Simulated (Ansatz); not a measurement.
Crystal: Nb.

```
CELL_PARAMETERS angstrom
-1.66395 1.66395 1.66395
1.66395 -1.66395 1.66395
1.66395 1.66395 -1.66395
ATOMIC_POSITIONS crystal
Nb 0.00000 0.00000 0.00000
```

- Program: Ansatz 0.2.0
- Task: relaxation of cell and atoms
- Functional: PBEsol
- Potentials or basis: Ansatz PAW
- Cutoff: 420 eV (not typed: the program's choice for these potentials)
- k mesh: 11 × 11 × 11
- Occupations: fermi-dirac, width 0.05 eV
- Spin: no spin polarisation

At the start: volume 18.43 Å³/atom.

Where does the relaxation end?

It ends after 4 steps and the volume is 17.59 Å³/atom (-4.6 %); space group Im-3m (No. 229, to 0.05 Å).

Step by step:
```
step  energy change (eV)  largest force (eV/Å)  volume (Å³)
   1              0.0000                0.0000        18.43
   2             -0.0209                0.0000        17.67
   3             -0.0211                0.0000        17.59
   4             -0.0210                0.0000        17.59
```

Final structure:
```
Nb
1.0
    -1.63824    1.63824    1.63824
     1.63824   -1.63824    1.63824
     1.63824    1.63824   -1.63824
Nb
1
Direct
  0.00000 0.00000 0.00000
```

Caveat: the plane-wave basis is chosen anew once the cell has moved, so the energies of steps on either side of that aren't comparable; the PAW data sets come from PBE, with cores solved anew for the run's functional, which leaves a small shift of forces and pressure.
